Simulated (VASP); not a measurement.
## CdTe: relaxation of cell and atoms with PBEsol

The system is CdTe.

```
CELL_PARAMETERS angstrom
0.00000 3.24780 3.24780
3.24780 0.00000 3.24780
3.24780 3.24780 0.00000
ATOMIC_POSITIONS crystal
Cd 0.00000 0.00000 0.00000
Te 0.25000 0.25000 0.25000
```

```json
{"Program": "VASP 6.6.1", "Task": "relaxation of cell and atoms", "Functional": "PBEsol", "Potentials or basis": "VASP PAW PBE potentials, release 64 (Cd, Te)", "Cutoff": "600 eV", "k mesh": "8 × 8 × 8", "Occupations": "gaussian, width 0.03 eV", "Spin": "no spin polarisation", "Further INCAR settings": "ALGO = Normal; EDIFF = 1e-07; IBRION = 2; EDIFFG = -0.005; NSW = 90; ISIF = 3"}
```

```yaml
Pressure_after_relaxing: 0.0 GPa
Band_gap_on_the_k_mesh: 0.64 eV, direct
```

Final structure:
```yaml
crystal:
  lattice:
    - [0.00000, 3.24780, 3.24780]
    - [3.24780, 0.00000, 3.24780]
    - [3.24780, 3.24780, 0.00000]
  atoms:
    - { symbol: Cd, position: [0.00000, 0.00000, 0.00000] }
    - { symbol: Te, position: [0.25000, 0.25000, 0.25000] }
```

Levels at points of the mesh, in eV from the valence-band top:
| k point | band 6 | band 7 | band 8 | band 9 | band 10 | band 11 | band 12 | band 13 |
| --- | --- | --- | --- | --- | --- | --- | --- | --- |
| (0.00, 0.00, 0.00) | -7.97 | 0.00 | 0.00 | 0.00 | 0.64 | 4.55 | 4.55 | 4.55 |
| (0.50, 0.00, 0.00) | -7.63 | -4.44 | -0.77 | -0.77 | 1.73 | 5.13 | 5.13 | 6.93 |
| (0.50, 0.50, 0.00) | -7.50 | -4.32 | -1.86 | -1.86 | 2.51 | 2.60 | 8.69 | 9.04 |

It took 23 s on 1 thread of Intel(R) Xeon(R) 6975P-C (Granite Rapids), with other jobs on the host, peak memory 0.25 GiB.

Caveat: the relaxation stopped at its first step, so nothing moved; the PAW data sets were made with another functional, which shifts forces and pressure a little; spin-orbit coupling is left out, which moves the levels of the heavy elements. A hybrid or GW would open this gap; PBEsol tends to underestimate it.
